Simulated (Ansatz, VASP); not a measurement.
# AgI: VASP beside Ansatz

File INCAR:

```
SYSTEM = AgI
ALGO     = Normal         ! electronic algorithm
EDIFF    = 1E-6           ! SCF threshold, eV
ENCUT    = 520            ! plane-wave cutoff, eV
GGA      = PE             ! functional
ISIF     = 2              ! what is computed and relaxed
ISMEAR   = 0              ! smearing method
LASPH    = .True.         ! aspherical terms in the spheres
LCHARG   = .False.        ! write CHGCAR
LREAL    = .False.        ! projectors in reciprocal space
LWAVE    = .False.        ! write WAVECAR
NBANDS   = 16             ! bands
NELM     = 100            ! most SCF steps
PREC     = Accurate       ! precision mode
SIGMA    = 0.02           ! smearing width, eV
```

File KPOINTS:

```
k-points
0
Gamma
  8 8 8
  0 0 0
```

The input POSCAR:

```
AgI
1.0
    0.0000000000      3.2503000000      3.2503000000
    3.2503000000      0.0000000000      3.2503000000
    3.2503000000      3.2503000000      0.0000000000
Ag I
1 1
Direct
    0.0000000000      0.0000000000      0.0000000000
    0.2500000000      0.2500000000      0.2500000000
```

Input for Ansatz:

```yaml
crystal:
  lattice:
    - [0.0, 3.2503, 3.2503]
    - [3.2503, 0.0, 3.2503]
    - [3.2503, 3.2503, 0.0]
  atoms:
    - { symbol: Ag, position: [0.0, 0.0, 0.0] }
    - { symbol: I, position: [0.25, 0.25, 0.25] }
basis:
  ecutwfc: 420
kpoints:
  mp_grid: { grid: [8, 8, 8] }
hamiltonian:
  xc: pbe
scf:
  occupations: { method: gaussian, width: 0.02 }
output:
  forces: true
  stress: true
  eigenvalues: true
```

Alike in both runs: task single point; functional PBE; k mesh 8 × 8 × 8; occupations gaussian, width 0.02 eV; no spin polarisation.

|  | VASP | Ansatz |
| --- | --- | --- |
| version | VASP 6.6.1 | Ansatz 0.2.0 |
| potentials or method | VASP PAW PBE potentials, release 64 (Ag, I) | scalar-relativistic, plane waves, PAW |
| plane-wave cutoff (eV) | 520 | 420 |
| valence electrons in the cell | 18 | 36 |

VASP gave:

* gap on the k mesh at the Fermi level (eV): 1.34
* least direct gap on the mesh (eV): 1.34
* pressure (GPa): 1.7

Question: Estimate Ansatz's values.

Answer: gap on the k mesh at the Fermi level (eV): 1.34; least direct gap on the mesh (eV): 1.34; pressure (GPa): 1.8.

With one functional, cell and mesh, what is left measures potentials, basis and numerics. The two sets of potentials don't hold the same shells in valence.

Caveats: spin-orbit coupling is left out, which moves the levels of the heavy elements. PBE gaps usually lie below the measured ones, often by a third to a half.
